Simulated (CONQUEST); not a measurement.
**GaAs under changes of volume**

One of the cells (22.590 Å³/atom); the others are scaled copies at fixed shape and fractional positions:

```xyz
4
Lattice="3.9978 0.0000 0.0000 0.0000 3.9978 0.0000 0.0000 0.0000 5.6537" Properties=species:S:1:pos:R:3 pbc="T T T"
As    0.0000    1.9989    1.4134
As    1.9989    0.0000    4.2403
Ga    0.0000    0.0000    0.0000
Ga    1.9989    1.9989    2.8268
```

```yaml
Program: CONQUEST 1.3
Functional: PBE
Potentials_or_basis: PseudoDojo NC PBE, SZ, grid of 40 × 40 × 60 points
k_mesh: 7 × 7 × 5
Occupations: fermi-dirac, width 0.05 eV
Spin: no spin polarisation
```

```tsv
volume (Å³/atom)	energy over the lowest point (meV/atom)	pressure (GPa)	gap on the mesh (eV)
21.234	?	?	?
21.686	105.94	12.2	1.21
22.138	74.74	10.0	1.01
22.590	49.51	8.1	0.82
23.041	28.96	6.6	0.64
23.493	12.38	5.2	0.47
23.945	0.00	3.7	0.30
```

**Question.** What does the run at 21.234 Å³/atom give?

**Answer.** Energy over the lowest point 143.59 meV/atom; pressure 14.4 GPa; gap on the mesh 1.42 eV.

Worked out: A Birch-Murnaghan fit of order 3 (a polynomial in V^(-2/3)) to the other rows has no minimum within the range. It gives 143.26 meV/atom at 21.234 Å³/atom, against the run's 143.59, and -dE/dV = 14.5 GPa, against 14.4. A straight line through the other rows of the gap, of slope -9.16 eV per unit of ln V, extrapolates to 1.39 eV, against the run's 1.42.

Energies are extrapolated to zero smearing.

Caveats: the atomic basis is small; an odd mesh through Γ misses points on the zone boundary, where band edges often lie; the basis of atomic orbitals isn't converged, which shifts pressures, moduli and gaps; the real-space grid breaks the cell's symmetry a little. Spin-orbit coupling on As, Ga is left out.
